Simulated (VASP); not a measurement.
# KI, relaxation of the atoms: which settings are enough?

KI, P1 (no. 1), 8 atoms in the cell. PBE, relaxation of the atoms; PAW potentials I, K_sv (PBE set). VASP 6.6.1.

Wanted: energy within 1 meV/atom; two shortest distances of each atom within 0.01 Å.

POSCAR:
```
KI
1.0
    7.0655500000      0.0000000000      0.0000000000
    0.0000000000      7.0655500000      0.0000000000
    0.0000000000      0.0000000000      7.0655500000
I K
4 4
Direct
    0.5063250000      0.5040730000      0.5008770000
   -0.0098420000      0.0048940000      0.5020130000
   -0.0023290000      0.5017140000      0.0012110000
    0.5058200000     -0.0037050000      0.0029970000
   -0.0042850000     -0.0055810000     -0.0070910000
    0.5088080000      0.4964060000     -0.0052310000
    0.4952690000     -0.0065060000      0.4977160000
    0.0002340000      0.5087050000      0.5075080000
```

The series start from Force threshold EDIFFG (eV/Å): -0.02; Electronic threshold EDIFF (eV): 1e-6; Relaxation method: conjugate gradient, POTIM 0.5; Mixing and least electronic steps: default. Each series keeps the choices made before it, and each single choice may use up half of a tolerance.

## Force threshold EDIFFG (eV/Å)

| Force threshold EDIFFG (eV/Å) | Energy less reference (meV/atom) | Two shortest distances of each atom, largest deviation (Å) | Time (s) |
|---|---|---|---|
| -0.1 | 1.0 | 0.039 | 11 |
| -0.05 | 0.4 | 0.016 | 14 |
| -0.03 | 0.3 | 0.006 | 17 |
| -0.02 | 0.2 | 0.001 | 20 |
| -0.01 | 0.0 | 0.000 | 28 |
| -0.005 | 0.0 | 0.000 | 38 |
| -0.002 (reference) | 0.0 | 0.000 | 51 |

Chosen: -0.02, the loosest value from which every tighter one stays within half of the tolerance.

## Electronic threshold EDIFF (eV)

| Electronic threshold EDIFF (eV) | Energy less reference (meV/atom) | Two shortest distances of each atom, largest deviation (Å) | SCF iterations | Time (s) |
|---|---|---|---|---|
| 0.001 | 0.1 | 0.003 | 34 | 18 |
| 0.0001 | 0.0 | 0.000 | 35 | 17 |
| 1e-5 | 0.0 | 0.000 | 45 | 19 |
| 1e-6 | 0.0 | 0.000 | 51 | 20 |
| 1e-7 (reference) | 0.0 | 0.000 | 61 | 24 |

Chosen: 0.001.

## Relaxation method

| Relaxation method | Energy less reference (meV/atom) | Two shortest distances of each atom, largest deviation (Å) | SCF iterations | Time (s) |
|---|---|---|---|---|
| conjugate gradient, POTIM 0.5 | 0.0 | 0.000 | 34 | 18 |
| conjugate gradient, POTIM 0.2 | 0.0 | 0.003 | 27 | 18 |
| conjugate gradient, POTIM 1.0 | -0.1 | 0.003 | 30 | 23 |
| quasi-Newton, POTIM 0.5 | 0.0 | 0.004 | 37 | 28 |
| quasi-Newton, POTIM 0.3, 10 steps kept | 0.0 | 0.001 | 38 | 26 |
| quasi-Newton, POTIM 0.5, at least 5 electronic steps | 0.0 | 0.001 | 41 | 23 |
| damped dynamics, POTIM 0.2, SMASS 0.4 | -0.1 | 0.003 | 49 | 34 |
| damped dynamics, POTIM 0.4, SMASS 0.8 | -0.1 | 0.001 | 40 | 28 |
| velocity quench, POTIM 0.1 | -0.1 | 0.003 | 30 | 14 |

Chosen: conjugate gradient, POTIM 0.2, which stays within half of the tolerance.

## Mixing and least electronic steps

| Mixing and least electronic steps | Energy less reference (meV/atom) | Two shortest distances of each atom, largest deviation (Å) | SCF iterations | Time (s) |
|---|---|---|---|---|
| default | 0.0 | 0.000 | 27 | 18 |
| MAXMIX 40 | 0.0 | 0.000 | 25 | 12 |
| NELMIN 4 | -0.1 | 0.004 | 43 | 18 |
| NELMIN 4, MAXMIX 40 | -0.2 | 0.005 | 63 | 28 |
| ALGO Fast | 0.0 | 0.002 | 42 | 20 |

Chosen: default; MAXMIX 40 would be accurate enough too and is faster here.

## All choices together

| Input | Energy less reference (meV/atom) | Two shortest distances of each atom, largest deviation (Å) | Time (s) |
|---|---|---|---|
| program defaults (naive) | 0.2 | 0.002 | 13 |
| chosen settings | 0.3 | 0.007 | 18 |
| reference settings throughout | 0.0 | 0.000 | 50 |

The tolerance is met.

## The input

INCAR:
```
PREC     = Normal         # precision mode
ENCUT    = 300            # plane-wave cutoff, eV
EDIFF    = 0.001          # SCF threshold, eV
ISMEAR   = 0              # smearing method
SIGMA    = 0.05           # smearing width, eV
LREAL    = F              # projectors in reciprocal space
LASPH    = T              # aspherical terms in the spheres
NELM     = 100            # most SCF steps
ALGO     = Normal         # electronic algorithm
LWAVE    = F              # write WAVECAR
LCHARG   = F              # write CHGCAR
IBRION   = 2              # ionic algorithm
NSW      = 150            # ionic steps
ISIF     = 2              # what is computed and relaxed
EDIFFG   = -0.02          # ionic threshold
POTIM    = 0.2            # step
KPAR     = 8             
```

KPOINTS:
```
k-points
0
Gamma
  3 3 3
```

Commands:
```
cat potpaw_PBE.64/I/POTCAR potpaw_PBE.64/K_sv/POTCAR > POTCAR
mpirun -np 8 vasp_std > vasp.out
```

The naive input happens to agree within the tolerance here, in 13 s.

Limits: the start was distorted on purpose (atoms moved at random), so the space group given is the start's and not the crystal's.

The chosen input took VASP 6.6.1 18 s on 8 cores (Intel Xeon 6975P-C (Granite Rapids)), a shared host.

## An input that fails: no relaxation method typed, so the run becomes molecular dynamics without a time step

VASP's message: Fatal error! IBRION=0, but no entry for POTIM on file INCAR. MUST be specified!.

Changes against the starting input:
```
- IBRION = 2
- POTIM = 0.5
```
